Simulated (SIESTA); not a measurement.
**BeS in SIESTA: the effect of functional**

BeS:

```
S Be
1.0
     0.00000    2.42500    2.42500
     2.42500    0.00000    2.42500
     2.42500    2.42500    0.00000
S Be
1 1
Cartesian
  3.6375 3.6375 3.6375
  0.0000 0.0000 0.0000
```

Alike in all runs:

```yaml
Program: SIESTA 5.4.2
Task: band structure
Basis: DZP (energy shift 0.003 Ry; two zetas on semicore shells)
Grid_cutoff: 800 Ry
Energy_shift: 0.003 Ry
k_mesh: 9 × 9 × 9
Occupations: fermi-dirac, width 0.05 eV
Spin: no spin polarisation
```

```tsv
functional	potentials or basis	gap on the mesh (eV)	pressure (GPa)
PBE	PseudoDojo 0.4 standard (PBE files)	?	?
LDA	PseudoDojo 0.4 standard (LDA files)	3.02	-3.8
PBEsol	PseudoDojo 0.4 standard (PBEsol files)	3.02	-1.0
```

What does the run with functional PBE give?

gap on the mesh 3.16 eV; pressure 1.9 GPa.

Caveats: short orbitals over semicore shells can move pressures by several GPa; the mesh misses the band edges, which the band path finds closer together; the basis of atomic orbitals isn't converged, which shifts pressures, moduli and gaps.
